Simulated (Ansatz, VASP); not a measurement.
## NiO in VASP and in Ansatz

```
Ni O
1.0
     0.00000    2.11335    2.11335
     2.11335    0.00000    2.11335
     2.11335    2.11335    0.00000
Ni O
1 1
Direct
  0.00000 0.00000 0.00000
  0.50000 0.50000 0.50000
```

Alike in both runs: task single point; functional revPBE; dispersion D4; k mesh 11 × 11 × 11; occupations fermi-dirac, width 0.05 eV; collinear spin.

|  | VASP | Ansatz |
| --- | --- | --- |
| version | VASP 6.6.1 | Ansatz 0.2.0 |
| potentials or method | VASP PAW PBE potentials, release 64 (Ni, O) | Ansatz PAW |
| plane-wave cutoff (eV) | 520 | 420 |
| valence electrons in the cell | 16 | 24 |

```tsv
	VASP	Ansatz	Ansatz less VASP
gap on the k mesh at the Fermi level (eV)	none	none	-
pressure (GPa)	-3.3	-3.1	+0.22
net moment per atom (μB)	0.93	0.94	+0.012
size of the moment on the site where the two differ most (μB)	0.29	0.31	+0.021
dispersion energy (meV/atom)	-649.3	-649.0	+0.24
```

Site moments also hang on the region over which each program counts them. A gap of «none» marks a metal or a gap that the smearing closes. The two sets of potentials don't hold the same shells in valence.

Caveats: a cell with one magnetic atom can't hold antiferromagnetic order, which such compounds often take; semilocal functionals often make such compounds metallic where correlation or magnetic order opens a gap, which also shifts bond lengths; pairwise dispersion overbinds metals, which lowers pressure and volume; the PAW data sets were made with another functional, which shifts forces and pressure a little (VASP); the pressure holds a Pulay correction of +0.7 GPa for the finite cutoff (Ansatz); the PAW data sets come from PBE, with cores solved anew for the run's functional, which leaves a small shift of forces and pressure (Ansatz).
